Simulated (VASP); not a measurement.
A run of VASP 6.6.1 is set up as follows.

The input POSCAR:

```
Cr
1.0
    2.7139987200      0.0000000000      0.0000000000
   -1.3569993600      2.3503918400      0.0000000000
    0.0000000000      0.0000000000      4.4100000000
Cr
2
Direct
    0.3333333300      0.6666666700      0.2500000000
    0.6666666700      0.3333333300      0.7500000000
```

File INCAR.step1:

```
SYSTEM = Cr
PREC = Accurate
ENCUT = 520
ISMEAR = -1
SIGMA = 0.1
LREAL = .False.
LASPH = .True.
NELM = 150
ISPIN = 2
MAGMOM = 3 3
LMAXMIX = 4
NBANDS = 23
GGA = PE
ALGO = Normal
EDIFF = 1E-4
LWAVE = .True.
LCHARG = .False.
```

File INCAR.step2:

```
SYSTEM = Cr
PREC = Accurate
ENCUT = 520
EDIFF = 1E-7
ISMEAR = -1
SIGMA = 0.1
LREAL = .False.
LASPH = .True.
NELM = 150
ALGO = Normal
ISIF = 2
LWAVE = .False.
LCHARG = .True.
ISPIN = 2
MAGMOM = 3 3
LORBIT = 11
LMAXMIX = 4
METAGGA = R2SCAN
LMIXTAU = .True.
LELF = .True.
LVHAR = .True.
NBANDS = 23
ISTART = 1
```

The input KPOINTS:

```
Automatic mesh
0
Gamma
  10 10 6
  0 0 0
```

Potentials or basis: VASP PAW PBE potentials, release 64 (Cr_pv).

Launch:

```bash
$ cat potpaw_PBE.64/Cr_pv/POTCAR > POTCAR
$ cp INCAR.step1 INCAR
$ mpirun -np 1 vasp_std > vasp.out
$ cp INCAR.step2 INCAR
$ mpirun -np 1 vasp_std > vasp.out
```

Problem. What does it give for the site moments?

Solution. Cr +1.96 μB.

Problem. What does it give for the band gap on the k mesh?

Solution. None (metal or under the smearing width).

Problem. What does it give for the pressure?

Solution. -15.7 GPa.

Stress tensor (GPa, compression positive):
```
-13.52   0.00   0.00
  0.00 -13.52   0.00
  0.00   0.00 -19.98
```

Caveat: so large a pressure means that the cell lies far from this level's equilibrium, or that cutoff or potentials fall short; the potentials were made for another functional, which shifts forces and pressure.
